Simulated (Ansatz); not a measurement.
**Tl under changes of volume**

One of the cells (28.575 Å³/atom); the others are scaled copies at fixed shape and fractional positions:

```
Tl
1.0
     3.45600    0.00000    0.00000
    -1.72800    2.99298    0.00000
     0.00000    0.00000    5.52500
Tl
2
Direct
  0.66667 0.33333 0.75000
  0.33333 0.66667 0.25000
```

- Program: Ansatz 0.2.0
- Functional: PBE
- Potentials or basis: all-electron LAPW, scalar-relativistic
- Cutoff: 180 eV (chosen from the basis error)
- Basis error allowed: 0.0005 eV/atom
- k mesh: 9 × 9 × 5
- Occupations: fermi-dirac, width 0.05 eV
- Spin: no spin polarisation

| volume (Å³/atom) | energy over the lowest point (meV/atom) | pressure (GPa) |
| --- | --- | --- |
| 26.860 | 77.00 | 6.6 |
| 27.432 | 55.62 | 5.4 |
| 28.003 | 38.18 | 4.4 |
| 28.575 | 24.27 | 3.4 |
| 29.146 | ? | ? |
| 29.718 | 5.50 | 1.9 |
| 30.289 | 0.00 | 1.2 |

What does the run at 29.146 Å³/atom give?

Energy over the lowest point 13.49 meV/atom; pressure 2.6 GPa.

Worked out: A Birch-Murnaghan fit of order 3 (a polynomial in V^(-2/3)) to the other rows has no minimum within the range. It gives 13.49 meV/atom at 29.146 Å³/atom, against the run's 13.49, and -dE/dV = 2.6 GPa, against 2.6.

Energies are extrapolated to zero smearing.
